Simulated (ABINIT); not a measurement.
# GaP (F-43m) in ABINIT: a series of runs

The runs below take GaP through single point, with PBE, LDA.

Everything below comes from runs of ABINIT 10.8.3 (patched build). Logs are shortened: lines on timing, memory, paths and dates and some standing lists are left out, and cuts for length are marked. The log counts tension as positive stress, the text compression.

**What was measured.**

“Stacking defects in GaP nanowires: Electronic structure and optical properties”, 2018, arxiv:1810.01194 quotes, for a bulk crystal of GaP at 10 K: band gap 2.34 eV (indirect).

The results are compared with them further down.

### Step 1. Starting point

The structure is cubic, space group F-43m (No. 216). Conventional cell: a = 5.451 Å, b = 5.451 Å, c = 5.451 Å, α = 90.00°, β = 90.00°, γ = 90.00°. Around Ga (site symmetry -43m) lie 4 P at 2.36 Å. P (site symmetry -43m) is surrounded by 4 Ga at 2.36 Å.

### Step 2. Single point, PBE

File run.abi:

```
pp_dirpath "./"
pseudos "Ga.upf, P.upf"

acell 3*1.0
rprim
     0.0000000000     5.1499761211     5.1499761211
     5.1499761211     0.0000000000     5.1499761211
     5.1499761211     5.1499761211     0.0000000000
ntypat 2
znucl 31 15
natom 2
typat 1 2
xred
     0.0000000000     0.0000000000     0.0000000000
     0.7500000000     0.7500000000     0.7500000000

ecut 36.0

kptopt 1
ngkpt 6 6 6
nshiftk 1
shiftk 0.0 0.0 0.0

ixc 11

nband 13
occopt 3
tsmear 0.05 eV

nstep 100
tolvrs 1.0e-10

iomode 3
prtwf 0
prtden 0
prteig 0
prtebands 0
enunit 1
prtvol 2
```

Potentials or basis: PseudoDojo NC SR PBE v0.4.1 standard.

On the command line:

```
abinit run.abi > log 2>&1
```

run.abo:

```text
.Version 10.8.3 of ABINIT
 Symmetries : space group F-4 3 m (#216); Bravais cF (face-center cubic)
================================================================================
 Values of the parameters that define the memory need of the present run
     intxc =       0    ionmov =       0      iscf =       7    lmnmax =       6
     lnmax =       6     mgfft =      40  mpssoang =       3    mqgrid =    3001
     natom =       2  nloc_mem =       1    nspden =       1   nspinor =       1
    nsppol =       1      nsym =      24    n1xccc =    2501    ntypat =       2
    occopt =       3   xclevel =       2
       mpw =        2838          nfft =       64000          nkpt =          16
================================================================================
================================================================================

--------------------------------------------------------------------------------
------------- Echo of variables that govern the present computation ------------
--------------------------------------------------------------------------------
 -outvars: echo values of preprocessed input variables --------
            acell      1.0000000000E+00  1.0000000000E+00  1.0000000000E+00 Bohr
              amu      6.97230000E+01  3.09737620E+01
             ecut      3.60000000E+01 Hartree
           enunit           1
              ixc          11
         kptrlatt        6    0    0      0    6    0      0    0    6
          kptrlen      4.36989965E+01
            natom           2
            nband          13
            ngfft          40      40      40
             nkpt          16
            nstep         100
             nsym          24
           ntypat           2
           occopt           3
           prtden           0
        prtebands           0
           prteig           0
           prtvol           2
            prtwf           0
            rprim      0.0000000000E+00  5.1499761211E+00  5.1499761211E+00
                       5.1499761211E+00  0.0000000000E+00  5.1499761211E+00
                       5.1499761211E+00  5.1499761211E+00  0.0000000000E+00
          spgroup         216
           tolvrs      1.00000000E-10
           tsmear      1.83746611E-03 Hartree
            typat      1  2
           xangst      0.0000000000E+00  0.0000000000E+00  0.0000000000E+00
                       4.0878749972E+00  4.0878749972E+00  4.0878749972E+00
            xcart      0.0000000000E+00  0.0000000000E+00  0.0000000000E+00
                       7.7249641816E+00  7.7249641816E+00  7.7249641816E+00
             xred      0.0000000000E+00  0.0000000000E+00  0.0000000000E+00
                       7.5000000000E-01  7.5000000000E-01  7.5000000000E-01
            znucl       31.00000   15.00000

================================================================================

 chkinp: Checking input parameters for consistency.

================================================================================
== DATASET  1 ==================================================================

--- !DatasetInfo
iteration_state: {dtset: 1, }
dimensions: {natom: 2, nkpt: 16, mband: 13, nsppol: 1, nspinor: 1, nspden: 1, mpw: 2838, }
cutoff_energies: {ecut:  36.0, pawecutdg:  -1.0, }
electrons: {nelect:   1.80000000E+01, charge:   0.00000000E+00, occopt:   3.00000000E+00, tsmear:   1.83746611E-03, }
meta: {optdriver: 0, ionmov: 0, optcell: 0, iscf: 7, paral_kgb: 0, }
...

 Exchange-correlation functional for the present dataset will be:
  GGA: Perdew-Burke-Ernzerhof functional - ixc=11
  J.P.Perdew, K.Burke, M.Ernzerhof, PRL 77, 3865 (1996)

 Real(R)+Recip(G) space primitive vectors, cartesian coordinates (Bohr,Bohr^-1):
 R(1)=  0.0000000  5.1499761  5.1499761  G(1)= -0.0970878  0.0970878  0.0970878
 R(2)=  5.1499761  0.0000000  5.1499761  G(2)=  0.0970878 -0.0970878  0.0970878
 R(3)=  5.1499761  5.1499761  0.0000000  G(3)=  0.0970878  0.0970878 -0.0970878
 Unit cell volume ucvol=  2.7317795E+02 bohr^3
 Angles (23,13,12)=  6.00000000E+01  6.00000000E+01  6.00000000E+01 degrees

 getcut: wavevector=  0.0000  0.0000  0.0000  ngfft=  40  40  40
         ecut(hartree)=     36.000   => boxcut(ratio)=   2.03340

--- Pseudopotential description ------------------------------------------------
- pspini: atom type   1  psp file is ./Ga.upf
[... 109 lines left out ...]
  -0.3333  0.3333  0.0000    1  3.61924E-08 kpt; spin; max resid(k); each band:
  7.30E-15 5.23E-15 5.92E-15 4.46E-15 3.44E-15 4.35E-15 2.66E-15 3.68E-15
  6.20E-15 5.01E-15 4.75E-13 1.33E-09 3.62E-08
   0.5000  0.5000  0.0000    1  5.27492E-09 kpt; spin; max resid(k); each band:
  5.96E-15 3.19E-15 2.00E-15 1.56E-15 6.37E-16 4.50E-15 4.36E-15 1.53E-15
  6.27E-16 3.67E-15 7.17E-15 4.15E-11 5.27E-09
   0.5000  0.3333  0.1667    1  1.88649E-09 kpt; spin; max resid(k); each band:
  6.75E-15 3.73E-15 4.13E-15 4.21E-15 3.14E-15 3.80E-15 3.48E-15 2.22E-15
  3.95E-15 9.26E-15 5.37E-15 8.00E-14 1.89E-09
  -0.3333  0.3333  0.1667    1  2.50060E-07 kpt; spin; max resid(k); each band:
  6.07E-15 5.34E-15 4.04E-15 2.77E-15 2.98E-15 4.45E-15 3.15E-15 2.08E-15
  7.51E-15 6.93E-15 3.72E-14 1.60E-12 2.50E-07
  -0.3333  0.5000  0.1667    1  2.33877E-13 kpt; spin; max resid(k); each band:
  5.65E-15 3.06E-15 2.11E-15 3.08E-15 1.33E-15 4.45E-15 4.00E-15 3.96E-15
  1.22E-15 1.28E-14 6.63E-15 6.47E-14 2.34E-13
 reduced coordinates (array xred) for    2 atoms
       0.000000000000      0.000000000000      0.000000000000
       0.750000000000      0.750000000000      0.750000000000
 rms dE/dt=  0.0000E+00; max dE/dt=  0.0000E+00; dE/dt below (all hartree)
    1       0.000000000000      0.000000000000      0.000000000000
    2       0.000000000000      0.000000000000      0.000000000000

 cartesian coordinates (angstrom) at end:
    1      0.00000000000000     0.00000000000000     0.00000000000000
    2      4.08787499719786     4.08787499719786     4.08787499719786

 cartesian forces (hartree/bohr) at end:
    1     -0.00000000000000    -0.00000000000000    -0.00000000000000
    2     -0.00000000000000    -0.00000000000000    -0.00000000000000
 frms,max,avg= 0.0000000E+00 0.0000000E+00   0.000E+00  0.000E+00  0.000E+00 h/b

 cartesian forces (eV/Angstrom) at end:
    1     -0.00000000000000    -0.00000000000000    -0.00000000000000
    2     -0.00000000000000    -0.00000000000000    -0.00000000000000
 frms,max,avg= 0.0000000E+00 0.0000000E+00   0.000E+00  0.000E+00  0.000E+00 e/A
 length scales=  1.000000000000  1.000000000000  1.000000000000 bohr
              =  0.529177210544  0.529177210544  0.529177210544 angstroms
 Fermi (or HOMO) energy (eV) =   5.16289   Average Vxc (eV)=  -9.82737
 Eigenvalues (   eV  ) for nkpt=  16  k points:
 kpt#   1, nband= 13, wtk=  0.00463, kpt=  0.0000  0.0000  0.0000 (reduced coord)
 -10.21519  -10.21519  -10.21519  -10.11801  -10.11801   -8.13686    4.35711    4.35711
   4.35711    6.17403    8.24408    8.24408    8.24408
 kpt#   2, nband= 13, wtk=  0.03704, kpt=  0.1667  0.0000  0.0000 (reduced coord)
 -10.23835  -10.20777  -10.20777  -10.11842  -10.11842   -7.78109    1.96863    3.98653
   3.98653    6.76623    8.79208    8.79208    9.38263
 kpt#   3, nband= 13, wtk=  0.03704, kpt=  0.3333  0.0000  0.0000 (reduced coord)
 -10.27809  -10.19542  -10.19542  -10.11493  -10.11493   -6.83483   -0.85107    3.45099
   3.45099    6.25215    9.16811    9.16811   11.95418
 kpt#   4, nband= 13, wtk=  0.01852, kpt=  0.5000  0.0000  0.0000 (reduced coord)
 -10.29641  -10.19122  -10.19122  -10.11086  -10.11086   -6.07263   -2.27642    3.23953
   3.23953    6.02561    9.07232    9.07232   12.64288
 kpt#   5, nband= 13, wtk=  0.02778, kpt=  0.1667  0.1667  0.0000 (reduced coord)
 -10.25209  -10.20006  -10.20006  -10.12588  -10.11306   -7.66300    2.09949    3.35601
   3.35601    7.13283    8.15351    9.76972    9.76972
 kpt#   6, nband= 13, wtk=  0.11111, kpt=  0.3333  0.1667  0.0000 (reduced coord)
 -10.28228  -10.18872  -10.18553  -10.12933  -10.10840   -6.90175   -0.08462    2.56227
[... 16 lines left out ...]
 kpt#  12, nband= 13, wtk=  0.05556, kpt= -0.3333  0.3333  0.0000 (reduced coord)
 -10.30853  -10.17755  -10.16611  -10.12912  -10.11164   -5.41132   -1.98290    0.31370
   2.41113    6.86524   10.31486   11.69674   12.04068
 kpt#  13, nband= 13, wtk=  0.01389, kpt=  0.5000  0.5000  0.0000 (reduced coord)
 -10.33237  -10.15389  -10.15017  -10.15017  -10.09652   -5.17382   -2.39774    1.67441
   1.67441    6.00968    6.17948   14.93161   14.93161
 kpt#  14, nband= 13, wtk=  0.11111, kpt=  0.5000  0.3333  0.1667 (reduced coord)
 -10.30143  -10.18108  -10.17027  -10.13218  -10.10761   -6.05980   -1.20410    1.12197
   2.31298    7.97807    8.67311    9.58595   12.43212
 kpt#  15, nband= 13, wtk=  0.11111, kpt= -0.3333  0.3333  0.1667 (reduced coord)
 -10.30760  -10.18112  -10.16366  -10.12877  -10.11060   -5.40893   -2.03808    0.66970
   1.88490    8.26446    8.91310   10.70086   12.18311
 kpt#  16, nband= 13, wtk=  0.05556, kpt= -0.3333  0.5000  0.1667 (reduced coord)
 -10.31860  -10.16994  -10.15636  -10.13829  -10.10548   -5.10558   -2.24837    0.98231
   1.09555    7.83487    8.00384   11.90737   11.92985
 Total charge density [el/Bohr^3]
)     Maximum=    1.9007E+00  at reduced coord.    0.0750    0.9000    0.9750
)Next maximum=    1.9007E+00  at reduced coord.    0.0500    0.9000    0.9750
)     Minimum=    4.5307E-05  at reduced coord.    0.0000    0.0000    0.0000
)Next minimum=    1.0490E-03  at reduced coord.    0.7500    0.7500    0.7500
   Integrated=    1.8000E+01

--- !EnergyTerms
iteration_state     : {dtset: 1, }
comment             : Components of total free energy in Hartree
kinetic             :  6.52456648107209E+01
hartree             :  2.61228704408829E+01
xc                  : -2.30140219696649E+01
Ewald energy        : -4.82388119437275E+01
psp_core            :  2.15814399996134E+00
local_psp           : -6.85147226795956E+01
non_local_psp       : -3.71867693999153E+01
internal            : -8.34276467413381E+01
'-kT*entropy'       : -1.82522624470322E-10
total_energy        : -8.34276467415206E+01
total_energy_eV     : -2.27018191907678E+03
band_energy         : -3.95991541413797E+00
...

 Cartesian components of stress tensor (hartree/bohr^3)
  sigma(1 1)= -5.66645345E-05  sigma(3 2)=  0.00000000E+00
  sigma(2 2)= -5.66645345E-05  sigma(3 1)=  0.00000000E+00
  sigma(3 3)= -5.66645345E-05  sigma(2 1)=  0.00000000E+00

-Cartesian components of stress tensor (GPa)         [Pressure=  1.6671E+00 GPa]
- sigma(1 1)= -1.66712816E+00  sigma(3 2)=  0.00000000E+00
- sigma(2 2)= -1.66712816E+00  sigma(3 1)=  0.00000000E+00
- sigma(3 3)= -1.66712816E+00  sigma(2 1)=  0.00000000E+00

== END DATASET(S) ==============================================================
================================================================================

 -outvars: echo values of variables after computation  --------
            acell      1.0000000000E+00  1.0000000000E+00  1.0000000000E+00 Bohr
           etotal     -8.3427646742E+01
            fcart     -0.0000000000E+00 -0.0000000000E+00 -0.0000000000E+00
                      -0.0000000000E+00 -0.0000000000E+00 -0.0000000000E+00
            rprim      0.0000000000E+00  5.1499761211E+00  5.1499761211E+00
                       5.1499761211E+00  0.0000000000E+00  5.1499761211E+00
                       5.1499761211E+00  5.1499761211E+00  0.0000000000E+00
           strten     -5.6664534471E-05 -5.6664534471E-05 -5.6664534471E-05
                       0.0000000000E+00  0.0000000000E+00  0.0000000000E+00
           xangst      0.0000000000E+00  0.0000000000E+00  0.0000000000E+00
                       4.0878749972E+00  4.0878749972E+00  4.0878749972E+00
             xred      0.0000000000E+00  0.0000000000E+00  0.0000000000E+00
                       7.5000000000E-01  7.5000000000E-01  7.5000000000E-01
 Calculation completed.
```

It took 20 s on 1 thread of Arm Neoverse V1, shared host; peak memory 0.08 GiB.

What came out:

```
Free energy                                           : -2270.1819 eV
Band gap on the k mesh                                : 1.65 eV, indirect (least direct gap 1.82 eV)
Valence electrons inside the program's atomic spheres : Ga 10.83; P 2.79
```

Caveat: the cutoff is too short for stress, so the log's stress isn't used.

(Part 1 of 2 ends here.)
